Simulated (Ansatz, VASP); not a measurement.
## One calculation of BN, two programs

The input INCAR:

```
SYSTEM = BN
ALGO = Normal
EDIFF = 1E-6
ENCUT = 520
GGA = PS
ISIF = 2
ISMEAR = 0
LASPH = .TRUE.
LCHARG = .FALSE.
LREAL = .FALSE.
LWAVE = .FALSE.
NBANDS = 11
NELM = 60
PREC = Accurate
SIGMA = 0.01
```

File KPOINTS:

```
k-points
0
G
  6 6 4
  0 0 0
```

POSCAR

```
BN
1.0
    2.5080410000      0.0000000000      0.0000000000
   -1.2467110000      2.1762310000      0.0000000000
   -0.6306650000     -1.0881160000      3.0225400000
B N
1 1
Direct
    0.9796430000      0.9834990000      0.0018060000
    0.6685060000      0.3323850000      0.9849990000
```

Input for Ansatz:

```yaml
crystal:
  lattice:
    - [2.508041, 0.0, 0.0]
    - [-1.246711, 2.176231, 0.0]
    - [-0.630665, -1.088116, 3.02254]
  atoms:
    - { symbol: B, position: [0.979643, 0.983499, 0.001806] }
    - { symbol: "N", position: [0.668506, 0.332385, 0.984999] }
kpoints:
  mp_grid:
    grid: [6, 6, 4]
hamiltonian:
  xc: pbesol
  pseudopotentials:
    kind: paw
scf:
  occupations:
    method: fixed
gw:
  n_empty_bands: 40
  ecut_chi: 80.0
  qp_bands: [v1, c1]
```

The cell comes from a database or a generator and needn't be the stable form of this composition.

Alike in both runs: task single point; functional PBEsol; k mesh 6 × 6 × 4; no spin polarisation.

|  | VASP | Ansatz |
| --- | --- | --- |
| version | VASP 6.6.1 | Ansatz 0.2.0 |
| potentials or method | VASP PAW PBE potentials, release 64 (B, N) | plane waves, PAW |
| plane-wave cutoff (eV) | 520 | 420 |
| occupations | gaussian, width 0.01 eV | fixed |
| valence electrons in the cell | 8 | 8 |

Ansatz gave:

```
gap on the k mesh at the Fermi level (eV) : 2.87
```

Task: Estimate VASP's values.

Result: gap on the k mesh at the Fermi level (eV): 2.86.

Caveats: the k mesh is coarse (spacing up to 0.52 Å⁻¹), so the values aren't converged. A k mesh can miss the band edges. PBEsol gaps usually lie below the measured ones, often by a third to a half.
